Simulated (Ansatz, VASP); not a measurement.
BAs in VASP and in Ansatz

INCAR

```
  PREC = Accurate
  ENCUT = 520
  EDIFF = 1E-7
  ISMEAR = 0
  SIGMA = 0.01
  LREAL = False
  LASPH = True
  NELM = 60
  ALGO = Normal
  ISIF = 2
  LWAVE = False
  LCHARG = False
  GGA = RE
  NBANDS = 11
```

KPOINTS

```
regular mesh
0
Gamma
  8 8 8
```

POSCAR

```
BAs
1.0
    0.0000000000      2.3885000000      2.3885000000
    2.3885000000      0.0000000000      2.3885000000
    2.3885000000      2.3885000000      0.0000000000
B As
1 1
Direct
    0.0000000000      0.0000000000      0.0000000000
    0.2500000000      0.2500000000      0.2500000000
```

Input for Ansatz:

```yaml
crystal:
  lattice:
    - [0.0, 2.3885, 2.3885]
    - [2.3885, 0.0, 2.3885]
    - [2.3885, 2.3885, 0.0]
  atoms:
    - { symbol: B, position: [0.0, 0.0, 0.0] }
    - { symbol: As, position: [0.25, 0.25, 0.25] }
basis:
  ecutwfc: 420.0
kpoints:
  mp_grid:
    grid: [8, 8, 8]
hamiltonian:
  xc: revpbe
  pseudopotentials:
    kind: paw
scf:
  occupations:
    method: fixed
output:
  eigenvalues: true
```

Alike in both runs: task single point; functional revPBE; k mesh 8 × 8 × 8; no spin polarisation.

|  | VASP | Ansatz |
| --- | --- | --- |
| version | VASP 6.6.1 | Ansatz 0.2.0 |
| potentials or method | VASP PAW PBE potentials, release 64 (B, As) | plane waves, PAW |
| plane-wave cutoff (eV) | 520 | 420 |
| occupations | gaussian, width 0.01 eV | fixed |
| valence electrons in the cell | 8 | 18 |

```tsv
	VASP	Ansatz	Ansatz less VASP
gap on the k mesh at the Fermi level (eV)	1.21	1.22	+0.010
```

The two sets of potentials don't hold the same shells in valence.

 A k mesh can miss the band edges.
